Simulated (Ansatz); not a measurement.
Crystal: HfB2.

```xyz
3
Lattice="3.1400 0.0000 0.0000 -1.5700 2.7193 0.0000 0.0000 0.0000 3.4800" Properties=species:S:1:pos:R:3 pbc="T T T"
Hf    0.0000    0.0000    0.0000
B     1.5700    0.9064    1.7400
B     0.0000    1.8129    1.7400
```

- Program: Ansatz 0.2.0
- Task: relaxation of cell and atoms
- Functional: revPBE
- Dispersion: D3(BJ)
- Potentials or basis: Ansatz PAW
- Cutoff: 420 eV (not typed: the program's choice for these potentials)
- k mesh: 10 × 10 × 8
- Occupations: fermi-dirac, width 0.05 eV
- Spin: no spin polarisation

At the start: volume 9.90 Å³/atom.

**Question.** Where does the relaxation end?

**Answer.** It ends after 6 steps and the volume is 9.64 Å³/atom (-2.7 %); space group P6/mmm (No. 191, to 0.05 Å).

Step by step:
| step | energy change (eV) | largest force (eV/Å) | volume (Å³) |
| --- | --- | --- | --- |
| 1 | 0.0000 | 0.0000 | 29.71 |
| 2 | -0.0153 | 0.0000 | 28.68 |
| 3 | -0.0179 | 0.0000 | 28.91 |
| 4 | -0.0182 | 0.0000 | 28.93 |
| 5 | -0.0182 | 0.0000 | 28.92 |
| 6 | -0.0173 | 0.0000 | 28.92 |

Final structure:
```
CELL_PARAMETERS angstrom
3.11201 0.00000 0.00000
-1.55600 2.69508 0.00000
0.00000 0.00000 3.44797
ATOMIC_POSITIONS crystal
Hf 0.00000 0.00000 0.00000
B 0.66667 0.33333 0.50000
B 0.33333 0.66667 0.50000
```

Caveat: the plane-wave basis is chosen anew once the cell has moved, so the energies of steps on either side of that aren't comparable; the PAW data sets come from PBE, with cores solved anew for the run's functional, which leaves a small shift of forces and pressure.
